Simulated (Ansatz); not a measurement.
**SnTe: input, output and frames of a trajectory**

The calculation used DFT PBE+D3(BJ), scalar-relativistic, plane waves, PAW (Ansatz 0.2.0). The runs took a 420 eV cutoff, a shifted (0.5, 0.5, 0.5 steps) 2×2×2 mesh and Fermi–Dirac smearing (0.05 eV). The mesh is coarse. No spin polarisation.

24 atoms, starting at 1.00 times the perfect crystal's volume (space group Pm-3m); Langevin thermostat at 450 K (friction 0.02 fs⁻¹), fixed cell; 126 steps of 3 fs. The run is short and not equilibrated.

Self-consistency was reached.

It took 9 min on 4 threads of AMD EPYC 9R45 96-Core Processor (Zen 5) (shared host), peak memory 3.1 GiB.

Command:
```bash
ansatz run input.yaml --threads 4 --pin off --max-ram 9216MiB --backend cpu --events-out ev --progress --plain --runs-dir out
```

Input:
```yaml
crystal:
  lattice:
    - [-3.8258851589, 7.6517703178, 3.8258851589]
    - [3.8258851589, 3.8258851589, 7.6517703178]
    - [3.8258851589, 7.6517703178, -3.8258851589]
  atoms:
    - { symbol: Sn, position: [0.5777058252, 0.3215769257, 0.2553020055] }
    - { symbol: Sn, position: [0.8243907955, 0.3256187328, 0.5079474164] }
    - { symbol: Sn, position: [0.9331272823, 0.6506645346, 0.2474688363] }
    - { symbol: Sn, position: [0.0912768932, 0.3386641876, 0.7499892376] }
    - { symbol: Sn, position: [0.177003138, 0.6656336481, 0.507638724] }
    - { symbol: Sn, position: [0.2432342516, 0.0039746212, 0.2416392067] }
    - { symbol: Sn, position: [0.349785388, 0.3282855764, 0.0139145479] }
    - { symbol: Sn, position: [0.4193026913, 0.6710433612, 0.7625690104] }
    - { symbol: Sn, position: [0.4896066887, -0.0222977206, 0.5008128572] }
    - { symbol: Sn, position: [0.6646711977, 0.6442434127, -0.0139544314] }
    - { symbol: Sn, position: [0.7582443887, -0.0221589846, 0.7439167504] }
    - { symbol: Sn, position: [0.008039684, -0.0154887932, 0.0113347915] }
    - { symbol: Te, position: [0.9673646695, 0.3164302415, 0.1083466088] }
    - { symbol: Te, position: [0.1852101874, 0.3346755228, 0.3747360085] }
    - { symbol: Te, position: [0.2872399132, 0.6687061843, 0.1439672063] }
    - { symbol: Te, position: [0.4574508836, 0.3219144567, 0.6245253349] }
    - { symbol: Te, position: [0.5514335158, 0.6617991261, 0.3707633848] }
    - { symbol: Te, position: [0.6225223196, 0.0255680093, 0.1063491885] }
    - { symbol: Te, position: [0.7229998153, 0.3297024359, 0.8509833033] }
    - { symbol: Te, position: [0.7644661134, 0.679493678, 0.6313363365] }
    - { symbol: Te, position: [0.8809363141, -0.0221059876, 0.3547490195] }
    - { symbol: Te, position: [0.0249999099, 0.6671600973, 0.8647247694] }
    - { symbol: Te, position: [0.1366219867, -0.0096985723, 0.6162684538] }
    - { symbol: Te, position: [0.388913708, 0.0052868412, 0.8655264052] }
basis:
  ecutwfc: 420
kpoints:
  mp_grid: { grid: [2, 2, 2], shift: [0.5, 0.5, 0.5] }
hamiltonian:
  xc: pbe
  dispersion: d3bj
scf:
  occupations: { method: fermi_dirac, width: 0.05 }
  lower_state_search: "off"
  convergence: { dr2_threshold: 1.0e-07 }
output:
  forces: true
  stress: true
md:
  timestep: 3.0
  n_steps: 126
  ensemble: nvt_langevin
  temperature: 450.0
  initial_velocities: maxwell_boltzmann
  seed: 41055
  friction: 0.02
```

Output (its end):
```
...
  E_local      = -23149.757297  (includes V_loc(G=0)·N_el)
  E_nonlocal   = -4116.291196
  E_hartree    = 15175.068878
  E_xc         = -6099.884250
  E_vxc        = -2421.893579  (∫ρ·V_xc dr)
  E_paw        = -105550.201933  (= ΣΔE_a)
  E_vpaw       = -8767.479299  (= ΣTr[D̂ρ^β])
  E_aug_tail   = -0.002249  (compensation charges beyond the density's cutoff)
  E_ewald      = -36720.256041
  E_disp       = -10.674231  (pairwise vdW)
  E_smearing   = -0.101129  (= −TS)
  E_closure    = -0.000000  (closes the sum)
  Σ components = -156061.221952   (vs F -156061.221952, Δ=0.00e0)
--- Forces (eV/Å), atoms counted from 1 ---
  atom   1  Sn     0.00333339     0.37700657    -0.11472498
  atom   2  Sn    -0.17957452    -0.05865039    -0.10853834
  atom   3  Sn    -0.05888237     0.16919761    -0.14823589
  atom   4  Sn    -0.24769497     0.24078363    -0.15989268
  atom   5  Sn    -0.24503907     0.34235272     0.51352854
  atom   6  Sn    -0.16303672    -0.18479366     0.32462232
  atom   7  Sn     0.13420527    -0.54930819     0.01896195
  atom   8  Sn     0.14446260    -0.38486109    -0.25269020
  atom   9  Sn     0.88001275    -0.14864132    -0.29487470
  atom  10  Sn     0.16521053     0.16259249     0.21220553
  atom  11  Sn    -0.22033997    -0.02586871    -0.00605983
  atom  12  Sn     0.22739640    -0.16561550     0.33579791
  atom  13  Te     0.14634564    -0.18722925     0.31606191
  atom  14  Te    -0.56086507     0.33323008    -0.17783434
  atom  15  Te     0.25423285     0.29226695    -0.22839874
  atom  16  Te     0.37732483    -0.09293916    -0.27241123
  atom  17  Te    -0.30042535     0.02037812    -0.14486896
  atom  18  Te    -0.02695254     0.00901282    -0.80668481
  atom  19  Te    -0.66997482     0.21750730    -0.05531484
  atom  20  Te     0.16993824    -0.26967395     0.40343582
  atom  21  Te    -0.65972258     0.49748331     0.50466705
  atom  22  Te     0.49762752    -0.58059389    -0.12067326
  atom  23  Te     0.29334961    -0.06487163    -0.07622053
  atom  24  Te     0.03906472     0.05124294     0.33815122
  max |Σ_I F_I| component: 8.90e-6 eV/Å
--- Stress (GPa, compression-positive) ---
        1.584450      -0.060791      -0.587303
       -0.060791       3.067065       0.091328
       -0.587303       0.091328       2.674627
  P = ⅓ Tr σ = 2.4420 GPa (24.420 kbar)
--- MD trajectory: 126 steps, t = 0.0 → 378.0 fs ---
  final state: T = 590.7 K   F+E_penalty+E_count = -156061.22195200 eV   E_kin = 1.832422 eV
```

Frames along the run (Å, eV/Å; dE is the potential energy from the first frame):

```xyz
24
Lattice="-3.826 7.652 3.826 3.826 3.826 7.652 3.826 7.652 -3.826" Properties=species:S:1:pos:R:3:forces:R:3 pbc="T T T" time_fs=0.00 dE_eV=0.0000 T_K=431
Sn   -0.003    7.604    3.694    0.005    0.363   -0.008
Sn    0.035   11.441    3.702   -0.056   -0.209    0.111
Sn   -0.134   11.523    7.602    0.061   -0.169   -0.129
Sn    3.816    7.733    0.071   -0.014   -0.036   -0.136
Sn    3.812    7.785    3.828   -0.135   -0.005    0.040
Sn    0.009    3.725    0.037    0.012    0.047    0.000
Sn   -0.029    4.039    3.797    0.110   -0.425    0.217
Sn    3.881   11.611    3.821   -0.030   -0.207   -0.130
Sn   -0.042    7.493   -0.213   -0.057    0.072    0.283
Sn   -0.132    7.444    7.526    0.094    0.241    0.021
Sn   -0.140   11.409   -0.115    0.142    0.001    0.133
Sn   -0.047    0.089   -0.131   -0.068   -0.185    0.293
Te   -2.076    9.442    5.708    0.037   -0.087   -0.190
Te    2.006    5.565    1.836    0.151    0.111    0.034
Te    2.010    5.858    5.665   -0.336   -0.189   -0.056
Te    1.871    9.511    1.824   -0.062   -0.101    0.262
Te    1.841    9.588    5.755   -0.209    0.078    0.054
Te   -1.877    5.675    2.170   -0.139    0.065   -0.150
Te    1.751   13.305    2.033    0.107    0.110   -0.024
Te    2.090   13.280    5.709   -0.323   -0.055    0.094
Te   -2.098    9.371    1.844    0.250    0.245   -0.019
Te    5.765    9.360    1.892    0.277    0.347   -0.280
Te    1.798    5.724   -1.909   -0.003   -0.079   -0.140
Te    1.844    9.619   -1.783    0.186    0.067   -0.280
24
Lattice="-3.826 7.652 3.826 3.826 3.826 7.652 3.826 7.652 -3.826" Properties=species:S:1:pos:R:3:forces:R:3 pbc="T T T" time_fs=48.00 dE_eV=0.1939 T_K=548
Sn   -0.034    7.508    3.703    0.093    0.465    0.126
Sn   -0.026   11.342    3.786    0.151   -0.051    0.005
Sn   -0.111   11.419    7.595   -0.059    0.041   -0.268
Sn    3.816    7.823    0.093   -0.212   -0.284   -0.329
Sn    3.815    7.751    3.845   -0.140   -0.017   -0.097
Sn    0.010    3.769    0.078   -0.009    0.010    0.076
Sn    0.004    3.975    3.986   -0.022   -0.285    0.024
Sn    3.922   11.536    3.785   -0.123   -0.126    0.038
Sn   -0.062    7.459   -0.086    0.153    0.096    0.145
Sn   -0.128    7.460    7.532    0.106    0.126   -0.081
Sn   -0.202   11.391   -0.007    0.190    0.028    0.124
Sn   -0.080    0.064   -0.232   -0.076   -0.244    0.567
Te   -2.139    9.452    5.674    0.037    0.047   -0.376
Te    2.016    5.618    1.722    0.194    0.040    0.336
Te    2.154    5.873    5.679   -0.462   -0.115   -0.089
Te    1.807    9.538    1.804   -0.042   -0.075    0.271
Te    1.921    9.617    5.835   -0.338   -0.039   -0.003
Te   -1.882    5.644    2.264   -0.115   -0.117   -0.154
Te    1.645   13.347    2.001    0.137   -0.052    0.516
Te    2.229   13.283    5.711   -0.560   -0.228   -0.041
Te   -1.995    9.148    1.850    0.411    0.512   -0.326
Te    5.727    9.367    1.774    0.478    0.292   -0.003
Te    1.802    5.633   -1.990   -0.205    0.094   -0.133
Te    1.797    9.790   -1.841    0.412   -0.119   -0.325
24
Lattice="-3.826 7.652 3.826 3.826 3.826 7.652 3.826 7.652 -3.826" Properties=species:S:1:pos:R:3:forces:R:3 pbc="T T T" time_fs=96.00 dE_eV=0.3704 T_K=446
Sn   -0.117    7.505    3.775    0.153    0.261    0.290
Sn   -0.026   11.191    3.861    0.200    0.238   -0.096
Sn   -0.166   11.314    7.592   -0.006    0.214   -0.274
Sn    3.781    7.811   -0.069   -0.093   -0.185   -0.127
Sn    3.772    7.650    3.780   -0.022    0.080   -0.247
Sn    0.054    3.763    0.074   -0.146   -0.019    0.084
Sn    0.045    3.796    4.145   -0.267    0.021   -0.185
Sn    3.847   11.458    3.800    0.008   -0.145    0.003
Sn    0.020    7.392   -0.024    0.157    0.288    0.025
Sn   -0.126    7.490    7.545    0.110    0.034   -0.055
Sn   -0.114   11.507    0.039    0.113   -0.310    0.049
Sn   -0.116    0.067   -0.318   -0.075   -0.247    0.695
Te   -2.086    9.499    5.628    0.094   -0.004   -0.315
Te    2.112    5.655    1.597    0.211    0.091    0.506
Te    2.229    5.862    5.640   -0.661    0.174   -0.004
Te    1.765    9.560    1.828    0.269   -0.176    0.203
Te    1.892    9.714    5.952   -0.246   -0.481   -0.175
Te   -1.906    5.666    2.293    0.123   -0.491   -0.171
Te    1.581   13.389    1.981    0.162   -0.073    0.642
Te    2.319   13.243    5.656   -0.621    0.072    0.105
Te   -1.906    9.016    1.795    0.172    0.783   -0.472
Te    5.755    9.408    1.781    0.211   -0.130   -0.133
Te    1.781    5.530   -2.060   -0.428    0.176   -0.085
Te    1.794    9.822   -1.878    0.582   -0.170   -0.264
24
Lattice="-3.826 7.652 3.826 3.826 3.826 7.652 3.826 7.652 -3.826" Properties=species:S:1:pos:R:3:forces:R:3 pbc="T T T" time_fs=141.00 dE_eV=0.2086 T_K=456
Sn   -0.138    7.517    3.834    0.088    0.207    0.150
Sn    0.064   11.149    3.956   -0.060    0.409   -0.443
Sn   -0.156   11.390    7.609    0.004    0.308   -0.087
Sn    3.777    7.816   -0.270   -0.159   -0.195    0.243
Sn    3.863    7.586    3.718   -0.076   -0.095   -0.345
Sn    0.017    3.703    0.048   -0.050    0.211    0.076
Sn   -0.016    3.674    4.292   -0.035    0.326   -0.386
Sn    3.724   11.372    3.877    0.327   -0.047   -0.149
Sn    0.163    7.412   -0.058   -0.011    0.192   -0.049
Sn   -0.125    7.616    7.488    0.042   -0.245    0.109
Sn   -0.040   11.524   -0.008    0.081   -0.356    0.155
Sn   -0.125    0.047   -0.231    0.132   -0.142    0.244
Te   -2.086    9.509    5.577    0.205   -0.070   -0.323
Te    2.099    5.643    1.641    0.158    0.073    0.164
Te    2.221    5.859    5.601   -0.467    0.236    0.085
Te    1.930    9.509    1.874   -0.198   -0.217    0.388
Te    1.793    9.752    5.981    0.217   -0.679    0.114
Te   -1.851    5.673    2.318    0.065   -0.285   -0.050
Te    1.560   13.362    2.066    0.126   -0.165    0.268
Te    2.259   13.234    5.610   -0.436    0.373    0.072
Te   -1.767    9.026    1.585   -0.149    0.507    0.102
Te    5.863    9.446    1.789    0.096   -0.268   -0.211
Te    1.725    5.477   -2.104   -0.225    0.165   -0.075
Te    1.837    9.829   -1.952    0.327   -0.244   -0.053
24
Lattice="-3.826 7.652 3.826 3.826 3.826 7.652 3.826 7.652 -3.826" Properties=species:S:1:pos:R:3:forces:R:3 pbc="T T T" time_fs=189.00 dE_eV=0.3873 T_K=456
Sn   -0.250    7.484    3.806    0.201    0.256    0.151
Sn    0.109   11.238    4.006   -0.168    0.368   -0.375
Sn   -0.149   11.463    7.644   -0.103    0.262   -0.202
Sn    3.854    7.772   -0.311   -0.359   -0.051    0.306
Sn    3.946    7.659    3.596   -0.322   -0.246   -0.067
Sn   -0.084    3.777   -0.028    0.181    0.041    0.075
Sn   -0.017    3.653    4.399    0.062    0.458   -0.463
Sn    3.751   11.439    3.935    0.370    0.052   -0.063
Sn    0.163    7.449   -0.068    0.129    0.160   -0.180
Sn   -0.076    7.764    7.541    0.025   -0.620   -0.235
Sn    0.066   11.582   -0.143   -0.277   -0.508    0.571
Sn   -0.069    0.029   -0.055   -0.039    0.048   -0.115
Te   -2.059    9.539    5.575    0.059    0.098   -0.546
Te    2.057    5.783    1.668    0.143   -0.230   -0.038
Te    2.088    5.916    5.505   -0.017    0.094    0.110
Te    1.947    9.527    1.948   -0.388   -0.241    0.406
Te    1.782    9.688    6.014    0.210   -0.254    0.155
Te   -1.878    5.589    2.250    0.404    0.295   -0.262
Te    1.527   13.322    2.034    0.214   -0.054    0.211
Te    2.210   13.278    5.663   -0.466    0.195   -0.361
Te   -1.814    9.096    1.379   -0.035    0.397    0.838
Te    5.892    9.427    1.696   -0.012    0.074    0.275
Te    1.681    5.485   -2.067   -0.034    0.096   -0.336
Te    1.851    9.824   -2.050    0.220   -0.691    0.146
24
Lattice="-3.826 7.652 3.826 3.826 3.826 7.652 3.826 7.652 -3.826" Properties=species:S:1:pos:R:3:forces:R:3 pbc="T T T" time_fs=237.00 dE_eV=0.4055 T_K=525
Sn   -0.233    7.534    3.794    0.160    0.174    0.002
Sn    0.096   11.301    3.958   -0.165    0.271   -0.186
Sn   -0.249   11.532    7.726    0.419    0.425   -0.412
Sn    3.872    7.711   -0.220   -0.354    0.001    0.055
Sn    3.936    7.672    3.444   -0.279   -0.291    0.201
Sn   -0.120    3.886   -0.188    0.276   -0.166    0.195
Sn    0.091    3.685    4.353   -0.629    0.530   -0.457
Sn    3.726   11.561    3.998    0.674   -0.179   -0.391
Sn    0.080    7.423   -0.143    0.203    0.380    0.052
Sn   -0.160    7.895    7.580    0.230   -0.911   -0.416
Sn    0.135   11.602   -0.150   -0.304   -0.420    0.416
Sn   -0.010    0.130   -0.007   -0.177   -0.168   -0.161
Te   -2.058    9.573    5.414    0.039   -0.219    0.149
Te    2.030    5.680    1.682    0.000    0.056   -0.241
Te    1.993    5.901    5.509    0.013    0.172    0.027
Te    1.918    9.516    2.023   -0.115   -0.072    0.062
Te    1.798    9.612    6.056   -0.170    0.181   -0.034
Te   -1.734    5.494    2.199    0.268    0.274   -0.028
Te    1.547   13.251    2.092    0.054    0.204   -0.366
Te    2.064   13.256    5.577   -0.338    0.552    0.226
Te   -1.815    9.125    1.450   -0.024    0.184    0.421
Te    5.830    9.511    1.629    0.303   -0.314    0.991
Te    1.667    5.482   -2.147    0.033    0.008   -0.361
Te    1.912    9.744   -2.146   -0.116   -0.670    0.256
24
Lattice="-3.826 7.652 3.826 3.826 3.826 7.652 3.826 7.652 -3.826" Properties=species:S:1:pos:R:3:forces:R:3 pbc="T T T" time_fs=282.00 dE_eV=0.2848 T_K=483
Sn   -0.157    7.547    3.808   -0.009    0.136   -0.201
Sn    0.006   11.382    3.966    0.165    0.066   -0.326
Sn   -0.259   11.565    7.789    0.417    0.254   -0.532
Sn    3.901    7.663   -0.195   -0.287   -0.005    0.065
Sn    3.880    7.644    3.370   -0.051   -0.308    0.401
Sn   -0.086    3.928   -0.233    0.054   -0.120    0.192
Sn    0.084    3.772    4.230   -0.525    0.126   -0.417
Sn    3.719   11.634    3.909    0.401   -0.164   -0.240
Sn    0.085    7.444   -0.187    0.120    0.336    0.108
Sn   -0.240    7.967    7.498    0.085   -0.829   -0.124
Sn    0.128   11.458   -0.104   -0.158   -0.098    0.123
Sn   -0.041    0.162   -0.033   -0.094   -0.542   -0.242
Te   -2.057    9.568    5.281    0.103   -0.348    0.676
Te    2.070    5.589    1.691   -0.400    0.292   -0.218
Te    1.891    5.869    5.466    0.084    0.290    0.304
Te    1.918    9.463    2.105   -0.257    0.130   -0.109
Te    1.755    9.628    6.083   -0.075    0.359   -0.192
Te   -1.690    5.451    2.155    0.147   -0.088    0.091
Te    1.592   13.182    2.055   -0.172    0.328   -0.674
Te    1.933   13.308    5.516    0.208    0.372    0.390
Te   -1.839    9.072    1.528    0.131    0.289    0.131
Te    5.781    9.537    1.678    0.367   -0.294    0.609
Te    1.640    5.484   -2.238    0.004   -0.215   -0.231
Te    1.957    9.467   -2.180   -0.257    0.031    0.417
24
Lattice="-3.826 7.652 3.826 3.826 3.826 7.652 3.826 7.652 -3.826" Properties=species:S:1:pos:R:3:forces:R:3 pbc="T T T" time_fs=330.00 dE_eV=0.0494 T_K=392
Sn   -0.088    7.554    3.857   -0.013    0.155   -0.220
Sn    0.012   11.465    3.860   -0.067    0.074   -0.121
Sn   -0.233   11.587    7.709    0.012   -0.042   -0.378
Sn    3.832    7.634   -0.190   -0.006    0.054    0.063
Sn    3.876    7.531    3.342   -0.166    0.008    0.323
Sn   -0.069    3.921   -0.241   -0.116   -0.047    0.323
Sn   -0.022    3.805    4.083    0.075   -0.319   -0.025
Sn    3.740   11.618    3.903    0.301   -0.181   -0.402
Sn    0.017    7.587   -0.174    0.285   -0.127   -0.043
Sn   -0.291    7.864    7.433   -0.191   -0.387    0.206
Sn    0.055   11.358   -0.128   -0.127    0.116    0.023
Sn   -0.041    0.188   -0.129    0.141   -0.573   -0.133
Te   -2.024    9.559    5.301    0.101   -0.217    0.571
Te    2.091    5.664    1.663   -0.768    0.274   -0.378
Te    1.858    5.818    5.540    0.066    0.167    0.130
Te    1.851    9.571    2.325    0.145   -0.270   -0.292
Te    1.714    9.612    6.178   -0.043    0.377   -0.067
Te   -1.668    5.414    2.264    0.054    0.007   -0.402
Te    1.613   13.196    1.937   -0.503    0.440   -0.388
Te    1.916   13.296    5.475    0.309    0.057    0.367
Te   -1.854    9.040    1.532   -0.137    0.429    0.364
Te    5.798    9.550    1.806    0.535   -0.329   -0.031
Te    1.448    5.418   -2.295    0.333   -0.119    0.040
Te    1.996    9.270   -2.089   -0.217    0.454    0.473
24
Lattice="-3.826 7.652 3.826 3.826 3.826 7.652 3.826 7.652 -3.826" Properties=species:S:1:pos:R:3:forces:R:3 pbc="T T T" time_fs=378.00 dE_eV=0.0552 T_K=591
Sn   -0.059    7.587    3.873    0.003    0.377   -0.115
Sn   -0.025   11.612    3.734   -0.180   -0.059   -0.109
Sn   -0.251   11.517    7.554   -0.059    0.169   -0.148
Sn    3.875    7.676   -0.153   -0.248    0.241   -0.160
Sn    3.943    7.402    3.275   -0.245    0.342    0.514
Sn   -0.094    3.946   -0.170   -0.163   -0.185    0.325
Sn    0.008    3.834    3.980    0.134   -0.549    0.019
Sn    3.830   11.609    3.845    0.144   -0.385   -0.253
Sn   -0.147    7.582   -0.171    0.880   -0.149   -0.295
Sn   -0.408    7.674    7.378    0.165    0.163    0.212
Sn    0.109   11.391   -0.146   -0.220   -0.026   -0.006
Sn   -0.098    0.176   -0.319    0.227   -0.166    0.336
Te   -2.030    9.625    5.305    0.146   -0.187    0.316
Te    1.967    5.740    1.572   -0.561    0.333   -0.178
Te    1.779    5.785    5.633    0.254    0.292   -0.228
Te    1.808    9.587    2.433    0.377   -0.093   -0.272
Te    1.701    9.607    6.237   -0.300    0.020   -0.145
Te   -1.663    5.521    2.335   -0.027    0.009   -0.807
Te    1.610   13.329    1.821   -0.670    0.218   -0.055
Te    1.935   13.294    5.391    0.170   -0.270    0.403
Te   -1.808    9.085    1.523   -0.660    0.497    0.505
Te    5.813    9.610    1.834    0.498   -0.581   -0.121
Te    1.419    5.350   -2.286    0.293   -0.065   -0.076
Te    1.964    9.351   -2.010    0.039    0.051    0.338
```